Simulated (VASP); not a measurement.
# HfN (P6_3/mmc) in VASP: a series of runs

The runs below take HfN through single point, with PBE.

Program: VASP 6.6.1. These are calculated values, not measurements. Logs are shortened: lines on timing, memory, paths and dates and some standing lists are left out, and cuts for length are marked.

## 1. The crystal as given

The structure is hexagonal, space group P6_3/mmc (No. 194). Conventional cell: a = 3.134 Å, b = 3.134 Å, c = 5.417 Å, α = 90.00°, β = 90.00°, γ = 120.00°. Around Hf (site symmetry -6m2) lie 6 N at 2.26 Å. N (site symmetry -3m) is surrounded by 6 Hf at 2.26 Å.

The cell comes from a database or a generator and needn't be the stable form of this composition.

## 2. Single point, PBE

The input, INCAR:

```
  ADDGRID = F
  ALGO = Normal
  EDIFF = 1E-6
  ENCUT = 460
  GGA = PE
  ISIF = 2
  ISMEAR = 0
  LASPH = T
  LCHARG = F
  LREAL = F
  LWAVE = F
  NELM = 100
  PREC = Accurate
  SIGMA = 0.2
```

The input, KPOINTS:

```
k-points
0
Gamma
  5 5 3
```

The input, POSCAR:

```
HfN
1.0
    3.1339080219      0.0000000000      0.0000000000
   -1.5669540110      2.7140439601      0.0000000000
    0.0000000000      0.0000000000      5.4167677200
Hf N
2 2
Direct
    0.3333333333      0.6666666667      0.2500000000
    0.6666666667      0.3333333333      0.7500000000
    0.0000000000      0.0000000000      0.5000000000
    0.0000000000      0.0000000000      0.0000000000
```

Potentials or basis: VASP PAW PBE potentials, release 64 (Hf_pv, N).

Run with:

```
cat potpaw_PBE.64/Hf_pv/POTCAR potpaw_PBE.64/N/POTCAR > POTCAR
mpirun -np 1 vasp_std > vasp.out
```

OUTCAR:

```text
EDIFF = 1E-6
   ENCUT = 460
   GGA = PE
   ISIF = 2
   ISMEAR = 0
   LASPH = T
   LREAL = F
   NELM = 100
   PREC = Accurate

 Found     10 irreducible k-points:

 Following reciprocal coordinates:
            Coordinates               Weight
  0.000000  0.000000  0.000000      1.000000
  0.200000 -0.000000  0.000000      6.000000
  0.400000  0.000000  0.000000      6.000000
  0.200000  0.200000  0.000000      6.000000
  0.400000  0.200000  0.000000      6.000000
  0.000000  0.000000  0.333333      2.000000
   k-points           NKPTS =     10   k-points in BZ     NKDIM =     10   number of bands    NBANDS=     19
   number of dos      NEDOS =    301   number of ions     NIONS =      4
   total plane-waves  NPLWV =  23040
   dimension x,y,z NGX =    24 NGY =   24 NGZ =   40
   dimension x,y,z NGXF=    48 NGYF=   48 NGZF=   80
   ions per type =               2   2
   NGX,Y,Z   is equivalent  to a cutoff of  12.73, 12.73, 12.28 a.u.
   NGXF,Y,Z  is equivalent  to a cutoff of  25.46, 25.46, 24.55 a.u.
 SYSTEM =  unknown system
   PREC   = accura    normal or accurate (medium, high low for compatibility)
   ISTART =      0    job   : 0-new  1-cont  2-samecut
   ICHARG =      2    charge: 1-file 2-atom 10-const
   ISPIN  =      1    spin polarized calculation?
   LNONCOLLINEAR =      F non collinear calculations
   LSORBIT =      F    spin-orbit coupling
   LASPH  =      T    aspherical Exc in radial PAW
   ENCUT  =  460.0 eV  33.81 Ry    5.81 a.u.   5.48  5.48  9.47*2*pi/ulx,y,z
   NELM   =    100;   NELMIN=  2; NELMDL= -5     # of ELM steps
   EDIFF  = 0.1E-05   stopping-criterion for ELM
   LREAL  =      F    real-space projection
   EDIFFG = 0.1E-04   stopping-criterion for IOM
   NSW    =      0    number of steps for IOM
   IBRION =     -1    ionic relax: 0-MD 1-quasi-New 2-CG
   NFREE  =      0    steps in history (QN), initial steepest desc. (CG)
   ISIF   =      2    stress and relaxation
   ISYM   =      2    0-nonsym 1-usesym 2-fastsym
   POTIM  = 0.5000    time-step for ionic-motion
   TEBEG  =    0.0;   TEEND  =   0.0 temperature during run
   PSTRESS=    0.0 pullay stress
   NELECT =      30.0000    total number of electrons
   NUPDOWN=      -1.0000    fix difference up-down
   EMIN   =  10.00;   EMAX   =-10.00  energy-range for DOS
   EFERMI =   0.00;   METHOD = LEGACY
   ISMEAR =     0;   SIGMA  =   0.20  broadening in eV -4-tet -1-fermi 0-gaus
   EFERMI_NEDOS =   21; number of points for ismear=-14 and -15
   IALGO  =     38    algorithm
   IMIX   =      4    mixing-type and parameters
     AMIX     =   0.40;   BMIX     =  1.00
     AMIX_MAG =   1.60;   BMIX_MAG =  1.00
  volume/ion in A,a.u.               =      11.52        77.73
  Fermi-wavevector in a.u.,A,eV,Ry     =   1.418951  2.681429 27.394278  2.013423
  Thomas-Fermi vector in A             =   2.540023
   LORBIT       =      0    0 simple, 1 ext, 2 COOP (PROOUT), +10 PAW based schemes
   GGA     = PE    functional components
   LHFCALC =     F    Hartree Fock is set to
   AEXX    =    0.0000 exact exchange contribution
   IVDW    =     0    specifies the selected vdW correction
   LEPSILON=     F    determine dielectric tensor
   LRPA    =     F    only Hartree local field effects (RPA)
 non-spin polarized calculation
 Gauss-broadening in eV      SIGMA  =   0.20
  energy-cutoff  :      460.00
  volume of cell :       46.07
 maximum number of plane-waves:      1057
 NGX is ok and might be reduce to    24
   NGX = 11   NGY = 11   NGZ = 19

 number of electron      30.0000001 magnetization

 Free energy of the ion-electron system (eV)
  ---------------------------------------------------
  ext. energy  EPLUGINS =         0.00000000
  ---------------------------------------------------
  free energy    TOTEN  =       -43.46406751 eV

  energy without entropy =      -43.44962173  energy(sigma->0) =      -43.45684462

 E-fermi :   8.2163     XC(G=0): -12.7434

 val. band max:        7.4248968841   @ k =   0.4000   0.2000   0.3333
 cond. band min:       8.4055367118   @ k =   0.4000   0.0000   0.3333
 fundamental gap:      0.9806398277
 Fermi energy:         8.2163129346

 k-point     1 :       0.0000    0.0000    0.0000
  band No.  band energies     occupation
      1     -23.7830      2.00000
      2     -22.9253      2.00000
      3     -22.8227      2.00000
      4     -22.8227      2.00000
      5     -22.7621      2.00000
      6     -22.7621      2.00000
      7      -9.1847      2.00000
      8      -6.2556      2.00000
      9      -0.6641      2.00000
     10       3.2133      2.00000
     11       3.2133      2.00000
     12       4.3519      2.00000
     13       4.3519      2.00000
     14       6.2100      2.00000
     15       7.3431      2.00000
     16       8.6752      0.00118
     17       8.6752      0.00118
     18       8.9802      0.00000
     19       9.8076      0.00000

 k-point     2 :       0.2000   -0.0000    0.0000
  band No.  band energies     occupation
      1     -23.6494      2.00000
      2     -23.1364      2.00000
      3     -23.0414      2.00000
      4     -22.9413      2.00000
      5     -22.9114      2.00000
      6     -22.7983      2.00000
      7      -8.4977      2.00000
      8      -6.5755      2.00000
      9       0.1973      2.00000
     10       1.8121      2.00000
     11       3.4445      2.00000
     12       3.5289      2.00000
     13       3.7209      2.00000
     14       5.6845      2.00000
     15       6.3395      2.00000
     16       8.4277      0.13497
     17       9.8714      0.00000
     18      11.0263      0.00000
     19      11.0992      0.00000

 k-point     3 :       0.4000    0.0000    0.0000
  band No.  band energies     occupation
      1     -23.6257      2.00000
      2     -23.4431      2.00000
      3     -23.3747      2.00000
      4     -23.0366      2.00000
      5     -23.0207      2.00000
      6     -22.8715      2.00000
      7      -7.3763      2.00000
      8      -7.0878      2.00000
      9      -0.0539      2.00000
     10       2.0058      2.00000
     11       2.2307      2.00000
     12       2.6033      2.00000
     13       4.5405      2.00000
     14       5.2568      2.00000
     15       5.5259      2.00000
     16      10.1465      0.00000
     17      10.9206      0.00000
     18      11.5731      0.00000
     19      12.4693      0.00000

 k-point     4 :       0.2000    0.2000    0.0000
  band No.  band energies     occupation
      1     -23.4424      2.00000
      2     -23.4413      2.00000
      3     -23.3444      2.00000
      4     -23.0384      2.00000
      5     -22.9918      2.00000
      6     -22.9624      2.00000
      7      -7.5885      2.00000
      8      -6.9832      2.00000
      9       0.9290      2.00000
     10       1.2304      2.00000
     11       2.4010      2.00000
     12       2.8258      2.00000
     13       3.8789      2.00000
     14       5.2331      2.00000
     15       5.9250      2.00000
     16       9.5414      0.00000
     17      10.4043      0.00000
     18      12.0971      0.00000
     19      12.2234      0.00000

 k-point     5 :       0.4000    0.2000    0.0000
  band No.  band energies     occupation
      1     -23.6224      2.00000
      2     -23.4197      2.00000
      3     -23.2450      2.00000
      4     -23.2152      2.00000
      5     -23.0884      2.00000
      6     -23.0717      2.00000
      7      -7.2284      2.00000
      8      -7.0218      2.00000
      9       0.6697      2.00000
     10       2.0858      2.00000
     11       2.1174      2.00000
     12       2.1892      2.00000
     13       3.1854      2.00000
     14       4.9223      2.00000
     15       6.5785      2.00000
     16       9.4044      0.00000
     17      11.8187      0.00000
     18      11.8960      0.00000
     19      12.4604      0.00000

 k-point     6 :       0.0000    0.0000    0.3333
  band No.  band energies     occupation
      1     -23.5830      2.00000
      2     -23.1552      2.00000
      3     -22.8075      2.00000
      4     -22.8075      2.00000
      5     -22.7773      2.00000
      6     -22.7773      2.00000
      7      -8.5776      2.00000
      8      -7.1746      2.00000
      9       0.6802      2.00000
     10       3.3503      2.00000
     11       3.3503      2.00000
     12       3.5078      2.00000
     13       3.8724      2.00000
     14       3.8724      2.00000
     15       9.0461      0.00000
     16       9.8699      0.00000
     17       9.8699      0.00000
     18      10.0534      0.00000
     19      10.1016      0.00000

 [... further k-points ...]

------------------------ aborting loop because EDIFF is reached ----------------------------------------

  FORCE on cell =-STRESS in cart. coord.  units (eV):
  Direction    XX          YY          ZZ          XY          YZ          ZX
  --------------------------------------------------------------------------------------
  -------------------------------------------------------------------------------------
  Total        0.9390767      0.9390767      0.7755155     -0.0000000      0.0000000      0.0000000
  in kB       32.6564011     32.6564011     26.9685594     -0.0000000      0.0000000      0.0000000
  external PRESSURE =      30.7604539 kB  Pullay stress =       0.0000000 kB

 VOLUME and BASIS-vectors are now :
 -----------------------------------------------------------------------------
  energy-cutoff  :      460.00
  volume of cell :       46.07
      direct lattice vectors                 reciprocal lattice vectors
     3.133908022  0.000000000  0.000000000     0.319090411  0.184226935  0.000000000
    -1.566954011  2.714043960  0.000000000     0.000000000  0.368453870  0.000000000
     0.000000000  0.000000000  5.416767720     0.000000000  0.000000000  0.184611940

 POSITION                                       TOTAL-FORCE (eV/Angst)
 -----------------------------------------------------------------------------------
     -0.00000      1.80936      1.35419         0.000000     -0.000000      0.000000
      1.56695      0.90468      4.06258        -0.000000      0.000000      0.000000
      0.00000      0.00000      2.70838        -0.000000      0.000000      0.000000
      0.00000      0.00000      0.00000        -0.000000      0.000000      0.000000
 -----------------------------------------------------------------------------------
    total drift:                                0.000000     -0.000000      0.000000

  FREE ENERGIE OF THE ION-ELECTRON SYSTEM (eV)
  ---------------------------------------------------
  free  energy   TOTEN  =       -43.4640675122 eV

  energy  without entropy=      -43.4496217287  energy(sigma->0) =      -43.45684462
```

It used 7.9 s of CPU time on 1 thread of Intel(R) Xeon(R) Platinum 8488C (Sapphire Rapids) (shared host), which was overloaded at the time.

The run converged, but some of its settings lie outside the range that counts as converged, so its numbers aren't taken as properties of the crystal.

Results:

```yaml
Free_energy: -43.4641 eV
Pressure: 3.1 GPa
Band_gap_on_the_k_mesh: none (metal or under the smearing width)
```

Caveat: the k mesh is coarse (spacing up to 0.46 Å⁻¹), so the values aren't converged; the cutoff is under 1.25 times the usual one of these potentials, so pressure, stress and relaxed cells hold a basis-set (Pulay) error.

## 3. Single point, PBE

INCAR, as its differences from that of step 2:

```diff
@@ -13,2 +13,2 @@
   PREC = Accurate
-  SIGMA = 0.2
+  SIGMA = 0.01
```

KPOINTS is that of step 2.

POSCAR is that of step 2.

Potentials or basis: VASP PAW PBE potentials, release 64 (Hf_pv, N).

Run with:

```
cat potpaw_PBE.64/Hf_pv/POTCAR potpaw_PBE.64/N/POTCAR > POTCAR
mpirun -np 1 vasp_std > vasp.out
```

OUTCAR:

```text
EDIFF = 1E-6
   ENCUT = 460
   GGA = PE
   ISIF = 2
   ISMEAR = 0
   LASPH = T
   LREAL = F
   NELM = 100
   PREC = Accurate

 Found     10 irreducible k-points:

 Following reciprocal coordinates:
            Coordinates               Weight
  0.000000  0.000000  0.000000      1.000000
  0.200000 -0.000000  0.000000      6.000000
  0.400000  0.000000  0.000000      6.000000
  0.200000  0.200000  0.000000      6.000000
  0.400000  0.200000  0.000000      6.000000
  0.000000  0.000000  0.333333      2.000000
   k-points           NKPTS =     10   k-points in BZ     NKDIM =     10   number of bands    NBANDS=     19
   number of dos      NEDOS =    301   number of ions     NIONS =      4
   total plane-waves  NPLWV =  23040
   dimension x,y,z NGX =    24 NGY =   24 NGZ =   40
   dimension x,y,z NGXF=    48 NGYF=   48 NGZF=   80
   ions per type =               2   2
   NGX,Y,Z   is equivalent  to a cutoff of  12.73, 12.73, 12.28 a.u.
   NGXF,Y,Z  is equivalent  to a cutoff of  25.46, 25.46, 24.55 a.u.
 SYSTEM =  unknown system
   PREC   = accura    normal or accurate (medium, high low for compatibility)
   ISTART =      0    job   : 0-new  1-cont  2-samecut
   ICHARG =      2    charge: 1-file 2-atom 10-const
[... 57 lines left out ...]

 val. band max:        7.4246062510   @ k =   0.4000   0.2000   0.3333
 cond. band min:       8.4050899332   @ k =   0.4000   0.0000   0.3333
 fundamental gap:      0.9804836822
 Fermi energy:         8.3982487322

 k-point     1 :       0.0000    0.0000    0.0000
  band No.  band energies     occupation
      1     -23.7873      2.00000
      2     -22.9300      2.00000
      3     -22.8260      2.00000
      4     -22.8260      2.00000
      5     -22.7655      2.00000
      6     -22.7655      2.00000
[... 109 lines left out ...]
      6     -22.7806      2.00000
[... 11 lines left out ...]
     18      10.0530      0.00000
     19      10.1023      0.00000

 [... further k-points ...]

------------------------ aborting loop because EDIFF is reached ----------------------------------------

  FORCE on cell =-STRESS in cart. coord.  units (eV):
  Direction    XX          YY          ZZ          XY          YZ          ZX
  --------------------------------------------------------------------------------------
  -------------------------------------------------------------------------------------
  Total        1.0091513      1.0091513      0.6888622     -0.0000000     -0.0000000      0.0000000
  in kB       35.0932450     35.0932450     23.9551885     -0.0000000     -0.0000000      0.0000000
  external PRESSURE =      31.3805595 kB  Pullay stress =       0.0000000 kB

 VOLUME and BASIS-vectors are now :
 -----------------------------------------------------------------------------
  energy-cutoff  :      460.00
  volume of cell :       46.07
      direct lattice vectors                 reciprocal lattice vectors
     3.133908022  0.000000000  0.000000000     0.319090411  0.184226935  0.000000000
    -1.566954011  2.714043960  0.000000000     0.000000000  0.368453870  0.000000000
     0.000000000  0.000000000  5.416767720     0.000000000  0.000000000  0.184611940

 POSITION                                       TOTAL-FORCE (eV/Angst)
 -----------------------------------------------------------------------------------
     -0.00000      1.80936      1.35419         0.000000     -0.000000      0.000000
      1.56695      0.90468      4.06258        -0.000000      0.000000      0.000000
      0.00000      0.00000      2.70838        -0.000000     -0.000000      0.000000
      0.00000      0.00000      0.00000         0.000000     -0.000000      0.000000
 -----------------------------------------------------------------------------------
    total drift:                                0.000000     -0.000000      0.000000

  FREE ENERGIE OF THE ION-ELECTRON SYSTEM (eV)
  ---------------------------------------------------
  free  energy   TOTEN  =       -43.4511854503 eV

  energy  without entropy=      -43.4506199735  energy(sigma->0) =      -43.45090271
```

stdout:

```text
POSCAR found type information on POSCAR HfN
 POSCAR found :  2 types and       4 ions
 scaLAPACK will be used
 LDA part: xc-table for (Slater+PW92), standard interpolation
 POSCAR, INCAR and KPOINTS ok, starting setup
 FFT: planning ... GRIDC
 FFT: planning ... GRID_SOFT
 FFT: planning ... GRID
 WAVECAR not read
 entering main loop
```

It used 7.7 s of CPU time on 1 thread of Intel(R) Xeon(R) Platinum 8488C (Sapphire Rapids) (shared host), which was overloaded at the time.

The run converged, but some of its settings lie outside the range that counts as converged, so its numbers aren't taken as properties of the crystal.

Results:

- Free energy: -43.4512 eV
- Pressure: 3.1 GPa
- Band gap on the k mesh: none (metal or under the smearing width)

Caveat: the k mesh is coarse (spacing up to 0.46 Å⁻¹), so the values aren't converged; the cutoff is under 1.25 times the usual one of these potentials, so pressure, stress and relaxed cells hold a basis-set (Pulay) error.

## 4. Single point, PBE

INCAR, as its differences from that of step 3:

```diff
@@ -12,3 +12,3 @@
   NELM = 100
-  PREC = Accurate
-  SIGMA = 0.01
+  PREC = Low
+  SIGMA = 0.05
```

KPOINTS is that of step 3.

POSCAR is that of step 3.

Run with:

```
cat potpaw_PBE.64/Hf_pv/POTCAR potpaw_PBE.64/N/POTCAR > POTCAR
mpirun -np 1 vasp_std > vasp.out
```

It used 4.4 s of CPU time on 1 thread of Intel(R) Xeon(R) Platinum 8488C (Sapphire Rapids) (shared host), which was overloaded at the time.

The run converged, but some of its settings lie outside the range that counts as converged, so its numbers aren't taken as properties of the crystal.

Results:

```
Free energy            : -43.4574 eV
Pressure               : 3.2 GPa
Band gap on the k mesh : none (metal or under the smearing width)
```

Caveat: the k mesh is coarse (spacing up to 0.46 Å⁻¹), so the values aren't converged; the cutoff is under 1.25 times the usual one of these potentials, so pressure, stress and relaxed cells hold a basis-set (Pulay) error.

## 5. Single point, PBE

INCAR, as its differences from that of step 4:

```diff
@@ -12,3 +12,3 @@
   NELM = 100
-  PREC = Low
+  PREC = Normal
   SIGMA = 0.05
```

KPOINTS is that of step 4.

POSCAR is that of step 4.

Run with:

```
cat potpaw_PBE.64/Hf_pv/POTCAR potpaw_PBE.64/N/POTCAR > POTCAR
mpirun -np 1 vasp_std > vasp.out
```

It used 6.9 s of CPU time on 1 thread of Intel(R) Xeon(R) Platinum 8488C (Sapphire Rapids), on a shared host, which was overloaded at the time.

These settings aren't checked as converged: the numbers below hold their error.

Results:

| Item | Value |
| --- | --- |
| Free energy | -43.4566 eV |
| Pressure | 3.2 GPa |
| Band gap on the k mesh | none (metal or under the smearing width) |

Caveat: the k mesh is coarse (spacing up to 0.46 Å⁻¹), so the values aren't converged; the cutoff is under 1.25 times the usual one of these potentials, so pressure, stress and relaxed cells hold a basis-set (Pulay) error.

(Part 1 of 2 ends here.)
